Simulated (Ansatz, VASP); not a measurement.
Si3N4 in VASP and in Ansatz

```
Si N
1.0
     4.13078    0.00000    0.00000
     0.00000    4.13078    0.00000
     0.00000    0.00000    4.13078
Si N
3 4
Direct
  0.00000 0.00000 0.50000
  0.50000 0.00000 0.00000
  0.00000 0.50000 0.00000
  0.23952 0.23952 0.76048
  0.76048 0.76048 0.76048
  0.23952 0.76048 0.23952
  0.76048 0.23952 0.23952
```

Alike in both runs: functional PBE; k mesh 6 × 6 × 6; occupations gaussian, width 0.02 eV; no spin polarisation.

Ansatz relaxed the structure, and its values are those at the end. VASP's run is a single point on that final structure, the one shown.

```csv
,VASP,Ansatz
version,VASP 6.6.1,Ansatz 0.2.0
potentials or method,"VASP PAW PBE potentials, release 64 (Si, N)","scalar-relativistic, plane waves, PAW"
plane-wave cutoff (eV),520,420
valence electrons in the cell,32,32
```

```tsv
	VASP	Ansatz	Ansatz less VASP
gap on the k mesh at the Fermi level (eV)	2.72	2.73	+0.010
least direct gap on the mesh (eV)	2.92	2.93	+0.011
pressure (GPa)	-0.2	0.0	+0.24
rms of the force components (eV/Å)	0.008	0.000	-0.0074
```

A k mesh can miss the band edges. Expect the measured gap to be larger: semilocal functionals such as PBE lack the derivative discontinuity.
